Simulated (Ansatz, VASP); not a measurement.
# Two plane-wave programs on Nb

```
Nb
1.0
     2.55440    0.00000    0.00000
     0.00000    2.55440    0.00000
     0.00000    0.00000    2.55440
Nb
1
Direct
  0.00000 0.00000 0.00000
```

Alike in both runs: task single point; functional LDA; k mesh 13 × 13 × 13; occupations fermi-dirac, width 0.1 eV; no spin polarisation.

|  | VASP | Ansatz |
| --- | --- | --- |
| version | VASP 6.6.1 | Ansatz 0.2.0 |
| potentials or method | VASP PAW LDA potentials, release 64 (Nb_sv) | plane waves (420 eV) with PAW, scalar-relativistic |
| plane-wave cutoff (eV) | 520 | 420 |
| valence electrons in the cell | 13 | 13 |

Ansatz gave:

- pressure (GPa): 24.2

Task: Which values does VASP return?

Result: Pressure (GPa): 24.3.

Ansatz warned: «pseudo_functional_mismatch».

Caveats: so large a pressure means that the cell lies far from this level's equilibrium, or that cutoff or potentials fall short (VASP).
